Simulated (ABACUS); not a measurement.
Crystal: Si2W.

```xyz
3
Lattice="-1.6069 1.6069 3.9150 1.6069 -1.6069 3.9150 1.6069 1.6069 -3.9150" Properties=species:S:1:pos:R:3 pbc="T T T"
W     0.0000    0.0000    0.0000
Si    0.0000    0.0000    5.2092
Si    0.0000    0.0000    2.6207
```

Base run:

| Item | Value |
| --- | --- |
| Program | ABACUS 3.10.1 |
| Functional | PBE |
| Potentials or basis | PseudoDojo NC SR 0.4.1 PBE standard |
| Cutoff | 1007 eV |
| Density cutoff | 4027 eV |
| Basis | plane waves |
| k mesh | 12 × 12 × 12 |
| Occupations | fermi-dirac, width 0.05 eV |
| Spin | no spin polarisation |

Its results: band gap on the k mesh none (metal or under the smearing width); pressure 3.3 GPa; largest force 0.078 eV/Å.

Question: The run is repeated on the same cell with these changes: cutoff from 1007 eV to 1361 eV; density cutoff from 4027 eV to 5442 eV; basis from plane waves to DZP LCAO (the cutoffs set its grid). What comes out?

Answer: Band gap on the k mesh none (metal or under the smearing width); pressure 4.4 GPa; largest force 0.101 eV/Å.

Caveats: there are fewer bands than atomic start orbitals, so a level may be missed at k points of high symmetry (some runs); the atomic orbitals were generated for these runs and aren't a published set (some runs); the basis of atomic orbitals isn't converged, which shifts pressures, moduli and gaps (some runs).

Not every run made on this cell is shown here.
